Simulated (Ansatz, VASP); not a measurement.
# CdSe in VASP and in Ansatz

The input INCAR:

```
SYSTEM = CdSe
  PREC = Accurate
  ENCUT = 520
  EDIFF = 1E-6
  ISMEAR = 0
  SIGMA = 0.02
  LREAL = .FALSE.
  LASPH = .TRUE.
  NELM = 100
  ALGO = Normal
  ISIF = 2
  LWAVE = .FALSE.
  LCHARG = .TRUE.
  GGA = PS
  LELF = .TRUE.
  LVHAR = .TRUE.
  NBANDS = 16
```

The input KPOINTS:

```
Automatic mesh
0
G
  10 10 10
  0 0 0
```

POSCAR

```
CdSe
1.0
    0.0000000000      3.0128000000      3.0128000000
    3.0128000000      0.0000000000      3.0128000000
    3.0128000000      3.0128000000      0.0000000000
Cd Se
1 1
Direct
    0.0000000000      0.0000000000      0.0000000000
    0.2500000000      0.2500000000      0.2500000000
```

Input for Ansatz:

```yaml
crystal:
  lattice:
    - [0.0, 3.0128, 3.0128]
    - [3.0128, 0.0, 3.0128]
    - [3.0128, 3.0128, 0.0]
  atoms:
    - { symbol: Cd, position: [0.0, 0.0, 0.0] }
    - { symbol: Se, position: [0.25, 0.25, 0.25] }
basis:
  ecutwfc: 420
kpoints:
  mp_grid: { grid: [10, 10, 10] }
hamiltonian:
  xc: pbesol
scf:
  occupations: { method: gaussian, width: 0.02 }
output:
  forces: true
  stress: true
  eigenvalues: true
```

Alike in both runs: task single point; functional PBEsol; k mesh 10 × 10 × 10; occupations gaussian, width 0.02 eV; no spin polarisation.

```csv
,VASP,Ansatz
version,VASP 6.6.1,Ansatz 0.2.0
potentials or method,"VASP PAW PBE potentials, release 64 (Cd, Se)","scalar-relativistic, plane waves, PAW"
plane-wave cutoff (eV),520,420
valence electrons in the cell,18,36
```

|  | VASP | Ansatz | Ansatz less VASP |
| --- | --- | --- | --- |
| gap on the k mesh at the Fermi level (eV) | 0.54 | 0.54 | -0.003 |
| least direct gap on the mesh (eV) | 0.54 | 0.54 | -0.003 |
| pressure (GPa) | 1.9 | 1.5 | -0.38 |

The two sets of potentials don't hold the same shells in valence.

Caveats: the PAW data sets were made with another functional, which shifts forces and pressure a little (VASP). A hybrid or GW would open this gap; PBEsol tends to underestimate it.
